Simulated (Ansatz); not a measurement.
## A strain series on LiCl (CsCl type): uniaxial along x, other directions held

LiCl in the CsCl-type structure, relaxed with r2SCAN in the plane-wave code Ansatz, then strained (uniaxial along x, other directions held; changes of length per length, axes as in the cell below) with the atoms relaxed again within the symmetry that is left. It is cubic, Pm-3m (No. 221); conventional cell a = 3.271 Å, 17.50 Å³ an atom. Around Li lie 8 Cl at 2.83 Å; around Cl lie 8 Li at 2.83 Å. No spin polarisation. The prototype was imposed, so other structures may be more stable.

```
Li Cl
1.0
     3.27112    0.00000    0.00000
     0.00000    3.27112    0.00000
     0.00000    0.00000    3.27112
Li Cl
1 1
Direct
  0.00000 0.00000 0.00000
  0.50000 0.50000 0.50000
```

Gaps are the least over each mesh (PBE 8×8×8, r2SCAN 8×8×8, HSE06 6×6×6 when unstrained) and the special points, which keep their unstrained names; stress is the change from the unstrained cell, compression positive.

```tsv
strain (%)	gap, PBE (eV)	gap, r2SCAN (eV)	gap, HSE06 (eV)	edges, HSE06	stress along the strain, r2SCAN (GPa)	energy rise, r2SCAN (meV/atom)
-3.38	4.344	5.173	5.608	M → Γ	+4.57	8.1
-3.11	4.353	5.182	5.617	M → Γ	+4.16	6.8
0.0	4.420	5.250	5.680	M → Γ	0.00	0.0
+1.63	4.312	5.135	5.568	M → Γ	-1.83	1.7
+4.13	4.133	4.943	5.382	M → Γ	-4.28	10.1
```

Between zero and the nearest strains the slope of the HSE06 gap against strain is +0.020 eV per percent for negative and -0.069 for positive strain; it falls either way, as happens when edge states split or other valleys take over.

The meshes of the hybrids are coarse, so their gaps aren't converged to the digits shown.
